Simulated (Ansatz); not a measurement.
# Ni: which magnetic state does the SCF reach?

Is Ni magnetic at this level, in which order, and do all starts find it? Single-point runs from several starts follow. System: Ni, its experimental structure (space group Fm-3m, primitive cell doubled); the cell holds 2 atoms. Source: COD entry 9012988; the sample's temperature and pressure aren't taken into account.

Method: DFT PBEsol, PAW, plane waves, scalar-relativistic, in Ansatz 0.2.0.

## (1) The system as given

The structure is cubic, space group Fm-3m (No. 225). The conventional cell has a = 3.536 Å, b = 3.536 Å, c = 3.536 Å, α = 90.00°, β = 90.00°, γ = 90.00°. Around Ni (site symmetry m-3m) lie 12 Ni at 2.50 Å.

As a file:

```cif
data_structure
_symmetry_space_group_name_H-M 'Fm-3m'
_symmetry_Int_Tables_number 225
_cell_length_a 3.5359
_cell_length_b 3.5359
_cell_length_c 3.5359
_cell_angle_alpha 90.000
_cell_angle_beta 90.000
_cell_angle_gamma 90.000
_cell_volume 44.21
loop_
_atom_site_label
_atom_site_type_symbol
_atom_site_symmetry_multiplicity
_atom_site_Wyckoff_symbol
_atom_site_fract_x
_atom_site_fract_y
_atom_site_fract_z
_atom_site_occupancy
Ni1 Ni 4 a 0.00000 0.00000 0.00000 1
```

Labels such as Ni2 number the atoms in the order of the input file.

First come: parallel moments, plain SCF; opposed moments +-, plain SCF; no spin polarisation; spin on, no moments given (the program may seed its own), plain SCF. Further starts follow from what these give.

“Plain SCF” means no search for lower states. 

The total moment includes the space between the atomic spheres.

## (2) Parallel moments, plain SCF

Contents of input.yaml:

```yaml
crystal:
  lattice:
    - [0.0, 3.5359, 3.5359]
    - [1.76795, 0.0, 1.76795]
    - [1.76795, 1.76795, 0.0]
  atoms:
    - { symbol: Ni, position: [0.0, 0.0, 0.0], spin: 2.0 }
    - { symbol: Ni, position: [0.5, 0.0, 0.0], spin: 2.0 }
magnetization:
  spin_polarized: true
hamiltonian:
  xc: pbesol
  pseudopotentials: { kind: paw }
basis:
  ecutwfc: 420
kpoints:
  mp_grid: { grid: [7, 14, 14] }
scf:
  occupations: { method: fermi_dirac, width: 0.1 }
  lower_state_search: "off"
output:
  forces: true
  stress: true
```

The log of the run (excerpt; [...] marks lines left out):

```text
[...]
Pseudopotentials: kind: paw
Pseudopotential: Ni, paw, valence charge 18, recommended cutoff 420 eV (normal), Ni.paw.azcp
Functional definition: PBEsol
[...]
Crystal: 2 atoms, lattice volume = 22.104 Å³
Basis set: ecut = 420 eV, 409 PW (Γ), exchange–correlation on 72×36×36 points (8 copies of the dense FFT grid, shifted against one another)
Bands: 24, of which v1, the nominal top of the filled ones, is band 18 counted from 1 (17 counted from 0)
Symmetry: 24 space group operations
Space group: Fm-3m (ITA 225), of the structure as read, at distance tolerance 2.8e-5 Å
Magnetic group: BNS 225.116 (UNI 1618), of the structure as read, at distance tolerance 2.8e-5 Å
k-points: 144 of 1372
[...]
Starting moments: Σ|m| = 4 μB on 2 of 2 sites
[...]
SCF iter   1: F=—  HF=-11609.393669 eV  |F-HF|=—  |Δ(HF+E_count)|=         —  Δρ=1.22e-1 (↑1.22e-1 ↓1.14e-1)  dr2=2.67e-2  dr2_m=2.81e0  M=1.919 μB ∫|m|=2.118 μB  β_m=0.30  ethr=7.41e-5  ⟨swp⟩=1.0  Hψ=34169  notcnv=0
[...]
spin-set hold released at iteration 1 (the charge has settled, or the pull on large starting moments outlasts its swing): the magnetisation degrees of freedom join the quasi-Newton model from the next iteration; the mixer history was flushed
[...]
SCF iter  10: F=-11609.946000 eV  HF=-11609.946000 eV  |F-HF|=6.73e-11  |Δ(HF+E_count)|=   4.69e-9  Δρ=1.94e-6 (↑1.94e-6 ↓1.18e-6)  dr2=1.15e-10  dr2_m=4.52e-10  M=1.234 μB ∫|m|=1.404 μB  ethr=5.00e-11  ⟨swp⟩=2.0  Hψ=20557  notcnv=0
[...]
SCF converged after 10 iterations
an eigenvalue changed by more than its tolerance at an iteration that met the thresholds in force, so the SCF went on 1 time: the last check found none over its tolerance
Magnetization: 1.2340 μB (18.6170 up, 17.3830 down)
Absolute magnetization: 1.4055 μB (∫|ρ↑−ρ↓|, with the PAW one-centre terms)
Spin contamination: 0.0124 ħ² per cell (⟨S²⟩ above its minimum at these occupations)
Per-site moments (μB) at R_I (Å): [(0.6533752719742969, 1.0313567828839743), (0.6533752719742969, 1.0313567828839743)]
Free energy (F): -11609.946000 eV
[...]
E sigma→0 (E₀):  -11609.888252 eV
Entropy (-TS):   -0.115495 eV (-57.748 meV/atom)
Fermi energy:    17.630034 eV
[...]
--- Forces (eV/Å), atoms counted from 1 ---
  atom   1  Ni     0.00000000     0.00000000     0.00000000
  atom   2  Ni     0.00000000    -0.00000000     0.00000000
[...]
--- Stress (GPa, compression-positive) ---
      -12.014823      -0.000013      -0.000013
       -0.000013     -12.014823       0.000013
       -0.000013       0.000013     -12.014823
  P = ⅓ Tr σ = -12.0148 GPa (-120.148 kbar)
```

Wall time 7.7 s (2 threads of an Arm CPU, shared host); peak memory 0.38 GiB.

Result: ferromagnetic, site moments Ni1 0.65, Ni2 0.65 μB, total 1.23 μB per cell, no gap on the k-mesh.

## (3) Opposed moments +-, plain SCF

Changes to input.yaml since step 2:

```diff
@@ -7,3 +7,3 @@
     - { symbol: Ni, position: [0.0, 0.0, 0.0], spin: 2.0 }
-    - { symbol: Ni, position: [0.5, 0.0, 0.0], spin: 2.0 }
+    - { symbol: Ni, position: [0.5, 0.0, 0.0], spin: -2.0 }
 magnetization:
```

The log of the run (excerpt; [...] marks lines left out):

```text
[... 9 lines as in an earlier run ...]
Symmetry: 12 space group operations
Space group: R-3m (ITA 166), of the structure as read, at distance tolerance 2.8e-5 Å
Magnetic group: BNS 166.102 (UNI 1332), of the structure as read, at distance tolerance 2.8e-5 Å
[... 6 lines as in an earlier run ...]
Starting moments: Σ|m| = 4 μB on 2 of 2 sites
Starting magnetic order: antiferromagnet; a translation exchanges its spin sublattices: spin-degenerate at every k-point
[... 2 lines as in an earlier run ...]
spin-down is spin-up translated by (0.5, 0, 0): one eigenproblem is solved per k-point and the antiferromagnetic symmetry of the starting moments is kept exactly by this SCF (crystal.symmetry.spin_inversion_symmetry: false solves both channels; [...]
SCF iter   1: F=—  HF=-11609.170167 eV  |F-HF|=—  |Δ(HF+E_count)|=         —  Δρ=1.30e-1 (↑1.30e-1 ↓1.30e-1)  dr2=1.76e-2  dr2_m=3.41e0  M=0.000 μB ∫|m|=1.960 μB  β_m=0.30  ethr=4.88e-5  ⟨swp⟩=1.3  Hψ=17305  notcnv=0
[...]
[... 1 line as in an earlier run ...]
[...]
WARN: the starting moments were not kept: the SCF closed with an absolute magnetisation of 1.2e-5 μB, where they sum to 4 μB in size (2 sites). That is at most 0.1 of that sum. Measured as dr2_m measures the in/out step, that magnetisation stands 2.1e-10 eV from none, at or under the [...]
SCF converged after 15 iterations
Magnetization: 0.0000 μB (18.0000 up, 18.0000 down)
Absolute magnetization: 0.0000 μB (∫|ρ↑−ρ↓|, with the PAW one-centre terms)
Spin contamination: 0.0000 ħ² per cell (⟨S²⟩ above its minimum at these occupations)
Per-site moments (μB) at R_I (Å): [(6.173752265392254e-6, 1.0313567828839743), (-6.173752265392254e-6, 1.0313567828839743)]
Free energy (F): -11609.881571 eV
[...]
E sigma→0 (E₀):  -11609.791601 eV
Entropy (-TS):   -0.179940 eV (-89.970 meV/atom)
Fermi energy:    17.465589 eV
[...]
--- Forces (eV/Å), atoms counted from 1 ---
  atom   1  Ni    -0.00000000     0.00000000     0.00000000
  atom   2  Ni     0.00000000     0.00000000    -0.00000000
[...]
--- Stress (GPa, compression-positive) ---
      -12.975873      -0.000005      -0.000005
       -0.000005     -12.975873       0.000005
       -0.000005       0.000005     -12.975873
  P = ⅓ Tr σ = -12.9759 GPa (-129.759 kbar)
```

It took 5 s on 2 threads of an Arm CPU, shared host; peak memory 0.37 GiB.

End: non-magnetic, no gap on the k-mesh. It lies 32.2 meV/atom above the lowest state so far (step 2).

## (4) No spin polarisation

Changes to input.yaml since step 3:

```diff
@@ -6,6 +6,4 @@
   atoms:
-    - { symbol: Ni, position: [0.0, 0.0, 0.0], spin: 2.0 }
-    - { symbol: Ni, position: [0.5, 0.0, 0.0], spin: -2.0 }
-magnetization:
-  spin_polarized: true
+    - { symbol: Ni, position: [0.0, 0.0, 0.0] }
+    - { symbol: Ni, position: [0.5, 0.0, 0.0] }
 hamiltonian:
```

The log of the run (excerpt; [...] marks lines left out):

```text
[... 8 lines as in an earlier run ...]
Bands: 22, of which v1, the nominal top of the filled ones, is band 18 counted from 1 (17 counted from 0)
[... 7 lines as in an earlier run ...]
[...]
[... 2 lines as in an earlier run ...]
SCF iter   1: F=—  HF=-11609.898079 eV  |F-HF|=—  |Δ(HF+E_count)|=         —  Δρ=2.71e-2  dr2=8.66e-2  ethr=1.77e-3  ⟨swp⟩=4.5  Hψ=11482  notcnv=0
[...]
SCF iter   6: F=-11609.881571 eV  HF=-11609.881571 eV  |F-HF|=4.72e-9  |Δ(HF+E_count)|=   1.48e-9  Δρ=1.07e-5  dr2=4.62e-9  ethr=1.51e-11  ⟨swp⟩=2.1  Hψ=11252  notcnv=0
[...]
SCF converged after 6 iterations
Free energy (F): -11609.881571 eV
[...]
E sigma→0 (E₀):  -11609.791601 eV
Entropy (-TS):   -0.179940 eV (-89.970 meV/atom)
Fermi energy:    17.465591 eV
[... 25 lines left out: energy terms, forces, stress ...]
```

Run time: 2.1 s. Hardware: 2 threads of an Arm CPU, shared host; peak memory 0.33 GiB.

The run ends in the same state as step 3 (non-magnetic); it took 6 iterations.

## (5) Spin on, no moments given (the program may seed its own), plain SCF

Changes to input.yaml since step 4:

```diff
@@ -21 +21,3 @@
   stress: true
+magnetization:
+  spin_polarized: true
```

The log of the run (excerpt; [...] marks lines left out):

```text
band count auto-derived: 24 (N_el = 36.0; filled up to band 18; 22 by the electrons, moments and atoms)
[... 19 lines as in an earlier run ...]
[...]
SCF iter   1: F=—  HF=-11608.467253 eV  |F-HF|=—  |Δ(HF+E_count)|=         —  Δρ=1.91e-1 (↑1.69e-1 ↓1.91e-1)  dr2=9.56e-2  dr2_m=6.54e0  M=2.579 μB ∫|m|=2.579 μB  ethr=6.14e-5  ⟨swp⟩=1.3  Hψ=17318  notcnv=0
[...]
SCF iter  10: F=-11609.946000 eV  HF=-11609.946000 eV  |F-HF|=1.06e-10  |Δ(HF+E_count)|=   1.77e-9  Δρ=2.12e-6 (↑7.87e-7 ↓2.12e-6)  dr2=2.46e-10  dr2_m=2.09e-10  M=1.234 μB ∫|m|=1.404 μB  ethr=1.23e-10  ⟨swp⟩=2.0  Hψ=20899  notcnv=0
[...]
SCF converged after 10 iterations
Magnetization: 1.2340 μB (18.6170 up, 17.3830 down)
Absolute magnetization: 1.4055 μB (∫|ρ↑−ρ↓|, with the PAW one-centre terms)
Spin contamination: 0.0124 ħ² per cell (⟨S²⟩ above its minimum at these occupations)
Per-site moments (μB) at R_I (Å): [(0.6533701060804762, 1.0313567828839743), (0.6533701060804762, 1.0313567828839743)]
Free energy (F): -11609.946000 eV
[...]
E sigma→0 (E₀):  -11609.888252 eV
Entropy (-TS):   -0.115495 eV (-57.748 meV/atom)
Fermi energy:    17.630026 eV
[... 25 lines left out: energy terms, forces, stress ...]
```

It took 6.7 s on 2 threads of an Arm CPU, shared host; peak memory 0.38 GiB.

The run ends in the same state as step 2 (ferromagnetic); it took 10 iterations.

## (6) Parallel moments scaled by 0.1, plain SCF

Changes to input.yaml since step 5:

```diff
@@ -6,4 +6,6 @@
   atoms:
-    - { symbol: Ni, position: [0.0, 0.0, 0.0] }
-    - { symbol: Ni, position: [0.5, 0.0, 0.0] }
+    - { symbol: Ni, position: [0.0, 0.0, 0.0], spin: 0.2 }
+    - { symbol: Ni, position: [0.5, 0.0, 0.0], spin: 0.2 }
+magnetization:
+  spin_polarized: true
 hamiltonian:
@@ -21,3 +23 @@
   stress: true
-magnetization:
-  spin_polarized: true
```

The log of the run (excerpt; [...] marks lines left out):

```text
[... 8 lines as in an earlier run ...]
Bands: 23, of which v1, the nominal top of the filled ones, is band 18 counted from 1 (17 counted from 0)
[... 9 lines as in an earlier run ...]
Starting moments: Σ|m| = 0.4 μB on 2 of 2 sites
[... 2 lines as in an earlier run ...]
[...]
SCF iter   1: F=—  HF=-11609.879822 eV  |F-HF|=—  |Δ(HF+E_count)|=         —  Δρ=2.18e-2 (↑2.18e-2 ↓1.44e-2)  dr2=2.18e-2  dr2_m=4.63e-2  M=0.518 μB ∫|m|=0.533 μB  β_m=1.00  ethr=6.09e-5  ⟨swp⟩=1.1  Hψ=32909  notcnv=0
[...]
spin-set hold released at iteration 9 (site moments contracting): the magnetisation degrees of freedom join the quasi-Newton model from the next iteration; the mixer history was flushed
[...]
SCF iter  16: F=-11609.946000 eV  HF=-11609.946000 eV  |F-HF|=2.78e-10  |Δ(HF+E_count)|=   2.10e-8  Δρ=2.95e-6 (↑8.56e-7 ↓2.95e-6)  dr2=7.12e-10  dr2_m=5.24e-10  M=1.234 μB ∫|m|=1.404 μB  ethr=4.01e-12  ⟨swp⟩=1.1  Hψ=19599  notcnv=0
[...]
SCF converged after 16 iterations
Magnetization: 1.2340 μB (18.6170 up, 17.3830 down)
Absolute magnetization: 1.4055 μB (∫|ρ↑−ρ↓|, with the PAW one-centre terms)
Spin contamination: 0.0124 ħ² per cell (⟨S²⟩ above its minimum at these occupations)
Per-site moments (μB) at R_I (Å): [(0.6533634716484904, 1.0313567828839743), (0.6533634716484904, 1.0313567828839743)]
Free energy (F): -11609.946000 eV
[...]
E sigma→0 (E₀):  -11609.888252 eV
Entropy (-TS):   -0.115495 eV (-57.747 meV/atom)
Fermi energy:    17.630038 eV
[... 25 lines left out: energy terms, forces, stress ...]
```

Run time: 9.5 s. Hardware: 2 threads of an Arm CPU, shared host; peak memory 0.37 GiB.

Nothing new: the 16 iterations lead to the state found in step 2 (ferromagnetic).

## (7) Moments +- scaled by 0.4, plain SCF

Changes to input.yaml since step 6:

```diff
@@ -6,4 +6,4 @@
   atoms:
-    - { symbol: Ni, position: [0.0, 0.0, 0.0], spin: 0.2 }
-    - { symbol: Ni, position: [0.5, 0.0, 0.0], spin: 0.2 }
+    - { symbol: Ni, position: [0.0, 0.0, 0.0], spin: 0.8 }
+    - { symbol: Ni, position: [0.5, 0.0, 0.0], spin: -0.8 }
 magnetization:
```

The log of the run (excerpt; [...] marks lines left out):

```text
[... 18 lines as in an earlier run ...]
Starting moments: Σ|m| = 1.6 μB on 2 of 2 sites
Starting magnetic order: antiferromagnet; a translation exchanges its spin sublattices: spin-degenerate at every k-point
[... 3 lines as in an earlier run ...]
[...]
SCF iter   1: F=—  HF=-11609.795961 eV  |F-HF|=—  |Δ(HF+E_count)|=         —  Δρ=3.21e-2 (↑3.21e-2 ↓3.21e-2)  dr2=1.72e-2  dr2_m=1.90e-1  M=0.000 μB ∫|m|=1.019 μB  β_m=0.30  ethr=4.79e-5  ⟨swp⟩=1.1  Hψ=16515  notcnv=0
[...]
spin-set hold released at iteration 11 (site moments contracting): the magnetisation degrees of freedom join the quasi-Newton model from the next iteration; the mixer history was flushed
[...]
SCF iter  23: F=-11609.881571 eV  HF=-11609.881571 eV  |F-HF|=5.46e-12  |Δ(HF+E_count)|=  7.73e-10  Δρ=3.52e-7 (↑3.52e-7 ↓3.52e-7)  dr2=8.00e-12  dr2_m=1.49e-11  M=0.000 μB ∫|m|=0.000 μB  ethr=1.00e-12  ⟨swp⟩=1.5  Hψ=9917  notcnv=0
WARN: the starting moments were not kept: the SCF closed with an absolute magnetisation of 4.0e-5 μB, where they sum to 1.6 μB in size (2 sites). That is at most 0.1 of that sum. Measured as dr2_m measures the in/out step, that magnetisation stands 2.2e-9 eV from none, at or under the [...]
SCF converged after 23 iterations
Magnetization: 0.0000 μB (18.0000 up, 18.0000 down)
Absolute magnetization: 0.0000 μB (∫|ρ↑−ρ↓|, with the PAW one-centre terms)
Spin contamination: 0.0000 ħ² per cell (⟨S²⟩ above its minimum at these occupations)
Per-site moments (μB) at R_I (Å): [(1.975517004929606e-5, 1.0313567828839743), (-1.975517004929606e-5, 1.0313567828839743)]
Free energy (F): -11609.881571 eV
[...]
E sigma→0 (E₀):  -11609.791601 eV
Entropy (-TS):   -0.179940 eV (-89.970 meV/atom)
Fermi energy:    17.465590 eV
[... 25 lines left out: energy terms, forces, stress ...]
```

Wall time 7 s (2 threads of an Arm CPU, shared host); peak memory 0.37 GiB.

This is the state of step 3 again (non-magnetic), after 23 iterations.

## (8) A moment on one site alone, plain SCF

Changes to input.yaml since step 7:

```diff
@@ -6,4 +6,4 @@
   atoms:
-    - { symbol: Ni, position: [0.0, 0.0, 0.0], spin: 0.8 }
-    - { symbol: Ni, position: [0.5, 0.0, 0.0], spin: -0.8 }
+    - { symbol: Ni, position: [0.0, 0.0, 0.0], spin: 2.0 }
+    - { symbol: Ni, position: [0.5, 0.0, 0.0] }
 magnetization:
```

The log of the run (excerpt; [...] marks lines left out):

```text
[... 11 lines as in an earlier run ...]
Magnetic group: BNS 166.97 (UNI 1327), of the structure as read, at distance tolerance 2.8e-5 Å
[... 6 lines as in an earlier run ...]
Starting moments: Σ|m| = 2 μB on 1 of 2 sites
[... 2 lines as in an earlier run ...]
SCF iter   1: F=—  HF=-11609.735006 eV  |F-HF|=—  |Δ(HF+E_count)|=         —  Δρ=1.08e-1 (↑1.08e-1 ↓2.85e-2)  dr2=2.77e0  dr2_m=6.35e-1  M=1.423 μB ∫|m|=1.527 μB  β_m=0.30  ethr=3.10e-3  ⟨swp⟩=4.6  Hψ=23916  notcnv=0
[...]
spin-set hold released at iteration 5 (the charge has settled, or the pull on large starting moments outlasts its swing): the magnetisation degrees of freedom join the quasi-Newton model from the next iteration; the mixer history was flushed
[...]
SCF iter  23: F=-11609.946000 eV  HF=-11609.946000 eV  |F-HF|=1.58e-9  |Δ(HF+E_count)|=   4.71e-9  Δρ=3.26e-6 (↑3.19e-6 ↓3.26e-6)  dr2=2.35e-9  dr2_m=9.46e-10  M=1.234 μB ∫|m|=1.404 μB  ethr=1.63e-10  ⟨swp⟩=2.6  Hψ=21900  notcnv=0
[...]
SCF converged after 23 iterations
Magnetization: 1.2340 μB (18.6170 up, 17.3830 down)
Absolute magnetization: 1.4055 μB (∫|ρ↑−ρ↓|, with the PAW one-centre terms)
Spin contamination: 0.0124 ħ² per cell (⟨S²⟩ above its minimum at these occupations)
Per-site moments (μB) at R_I (Å): [(0.6533727432078047, 1.0313567828839743), (0.6533692384829062, 1.0313567828839743)]
Free energy (F): -11609.946000 eV
[...]
E sigma→0 (E₀):  -11609.888252 eV
Entropy (-TS):   -0.115496 eV (-57.748 meV/atom)
Fermi energy:    17.630053 eV
[... 25 lines left out: energy terms, forces, stress ...]
```

Wall time 11 s (2 threads of an Arm CPU, shared host); peak memory 0.38 GiB.

This is the state of step 2 again (ferromagnetic), after 23 iterations.

## (9) Parallel moments, Broyden mixing, no switch to direct minimisation

Changes to input.yaml since step 8:

```diff
@@ -7,3 +7,3 @@
     - { symbol: Ni, position: [0.0, 0.0, 0.0], spin: 2.0 }
-    - { symbol: Ni, position: [0.5, 0.0, 0.0] }
+    - { symbol: Ni, position: [0.5, 0.0, 0.0], spin: 2.0 }
 magnetization:
@@ -20,2 +20,4 @@
   lower_state_search: "off"
+  algorithm: density_mixing
+  mixing: { algorithm: broyden, beta: 0.3 }
 output:
```

The log of the run (excerpt; [...] marks lines left out):

```text
[... 18 lines as in an earlier run ...]
Starting moments: Σ|m| = 4 μB on 2 of 2 sites
[... 3 lines as in an earlier run ...]
SCF iter   1: F=—  HF=-11609.393669 eV  |F-HF|=—  |Δ(HF+E_count)|=         —  Δρ=1.22e-1 (↑1.22e-1 ↓1.14e-1)  dr2=2.67e-2  dr2_m=2.81e0  M=1.919 μB ∫|m|=2.118 μB  β_m=0.58  ethr=7.41e-5  ⟨swp⟩=1.0  Hψ=34169  notcnv=0
[...]
[... 1 line as in an earlier run ...]
[...]
SCF iter  15: F=-11609.946000 eV  HF=-11609.946000 eV  |F-HF|=3.80e-10  |Δ(HF+E_count)|=   1.80e-7  Δρ=1.46e-6 (↑9.76e-7 ↓1.46e-6)  dr2=5.33e-11  dr2_m=2.91e-10  M=1.234 μB ∫|m|=1.404 μB  ethr=1.00e-12  ⟨swp⟩=3.8  Hψ=20296  notcnv=0
[...]
this state was not tested for a lower state beside it, because the mixer in use, unlike msr1, does not test its closes by its own steps (another_mixer; see scf.mixing.algorithm and scf.lower_state_search)
SCF converged after 15 iterations
Magnetization: 1.2340 μB (18.6170 up, 17.3830 down)
Absolute magnetization: 1.4055 μB (∫|ρ↑−ρ↓|, with the PAW one-centre terms)
Spin contamination: 0.0124 ħ² per cell (⟨S²⟩ above its minimum at these occupations)
Per-site moments (μB) at R_I (Å): [(0.6533710713011972, 1.0313567828839743), (0.6533710713011972, 1.0313567828839743)]
Free energy (F): -11609.946000 eV
[...]
E sigma→0 (E₀):  -11609.888252 eV
Entropy (-TS):   -0.115496 eV (-57.748 meV/atom)
Fermi energy:    17.630030 eV
[... 25 lines left out: energy terms, forces, stress ...]
```

Wall time 9.1 s (2 threads of an Arm CPU, shared host); peak memory 0.37 GiB.

The run ends in the same state as step 2 (ferromagnetic); it took 15 iterations.

## (10) All ends together

```
step  iterations  state  moments of Ni1 Ni2 (μB)  total (μB)  gap (eV)  pressure (GPa)  above lowest (meV/atom)
   2          10      1                0.65 0.65        1.23      none           -12.0                      0.0
   3          15      2                0.00 0.00        0.00      none           -13.0                     32.2
   4           6      2                0.00 0.00        0.00      none           -13.0                     32.2
   5          10      1                0.65 0.65        1.23      none           -12.0                      0.0
   6          16      1                0.65 0.65        1.23      none           -12.0                      0.0
   7          23      2                0.00 0.00        0.00      none           -13.0                     32.2
   8          23      1                0.65 0.65        1.23      none           -12.0                      0.0
   9          15      1                0.65 0.65        1.23      none           -12.0                      0.0
```

States are numbered from the lowest. Starts by step: 2 parallel moments, plain SCF; 3 opposed moments +-, plain SCF; 4 no spin polarisation; 5 spin on, no moments given (the program may seed its own), plain SCF; 6 parallel moments scaled by 0.1, plain SCF; 7 moments +- scaled by 0.4, plain SCF; 8 a moment on one site alone, plain SCF; 9 parallel moments, Broyden mixing, no switch to direct minimisation.

The 8 runs of this session took 58 s in all, from 2.1 s to 11 s each.

Decimal logarithm of the largest residual (eV) by iteration, counted through all cycles of a run (7 of the 8 runs):

| iteration | step 2 | step 3 | step 4 | step 5 | step 6 | step 7 | step 9 |
| --- | --- | --- | --- | --- | --- | --- | --- |
| 1 | 0.4 | 0.5 | -1.1 | 0.8 | -1.3 | -0.7 | 0.4 |
| 2 | 0.3 | 0.3 | -1.9 | -0.4 | -1.7 | -0.9 | -0.1 |
| 3 | 0.4 | 0.2 | -3.8 | -0.6 | -1.8 | -1.0 | -2.0 |
| 4 | -2.5 | -1.2 | -6.3 | -0.2 | -1.9 | -1.1 | -2.3 |
| 5 | -3.2 | -2.0 | -8.3 | -2.4 | -2.0 | -1.2 | -2.1 |
| 7 | -4.6 | -3.2 | - | -3.3 | -2.3 | -1.4 | -3.9 |
| 9 | -7.7 | -3.9 | - | -7.4 | -2.6 | -1.6 | -5.0 |
| 11 | - | -5.9 | - | - | -2.3 | -1.8 | -5.3 |
| 13 | - | -8.6 | - | - | -4.3 | -2.1 | -7.8 |
| 15 | - | -11.6 | - | - | -7.5 | -3.2 | -9.5 |
| 17 | - | - | - | - | - | -4.3 | - |
| 19 | - | - | - | - | - | -6.7 | - |
| 21 | - | - | - | - | - | -8.2 | - |
| 23 | - | - | - | - | - | -10.8 | - |

## (11) Outcome

| quantity | value |
| --- | --- |
| distinct states | 2 from 8 converged runs |
| lowest state from plain starts | ferromagnetic |
| its moments | Ni1 0.65, Ni2 0.65 μB |
| total moment | 1.23 μB per cell |
| gap on the k-mesh | none |
| pressure | -12.0 GPa |
| largest force | 0.000 eV/Å |
| next state | non-magnetic, 32.2 meV/atom higher |

In words: 8 runs converged, to 2 different states. Switching spin polarisation off costs 32.2 meV/atom in free energy, smearing entropy included. The search isn't exhaustive: larger magnetic cells and non-collinear orders weren't tried.
